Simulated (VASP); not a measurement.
CaF2 (lda), 3 atoms in the cell. The structure is cubic, space group Fm-3m (No. 225). The conventional cell has a = 5.463 Å, b = 5.463 Å, c = 5.463 Å, α = 90.00°, β = 90.00°, γ = 90.00°. Around Ca (site symmetry m-3m) lie 8 F at 2.37 Å. F (site symmetry -43m) has 4 Ca at 2.37 Å as nearest neighbours. 

```yaml
Program: VASP 6.6.1
Task: single point
Functional: LDA
Potentials_or_basis: VASP PAW LDA potentials, release 64 (Ca_sv, F)
Cutoff: 520 eV
k_mesh: 6 × 6 × 6
Occupations: gaussian, width 0.1 eV
Spin: no spin polarisation
Dipole_correction: no
Further_INCAR_settings: ALGO = Normal; EDIFF = 1e-07; NBANDS = 19
```

Potentials or basis: VASP PAW LDA potentials, release 64 (Ca_sv, F).

Run with:

```sh
$ cat potpaw_LDA.64/Ca_sv/POTCAR potpaw_LDA.64/F/POTCAR > POTCAR
$ mpirun -np 1 vasp_std > vasp.out
```

Hardware: 1 thread of Intel(R) Xeon(R) Platinum 8375C CPU @ 2.90GHz (Ice Lake), on a shared host.

Problem. How long does it take, and how much memory?

Solution. Run time: 12 s on 1 thread of Intel(R) Xeon(R) Platinum 8375C CPU @ 2.90GHz (Ice Lake) (shared host), peak memory 0.15 GiB. Counts: scf iterations 14, k points 16.
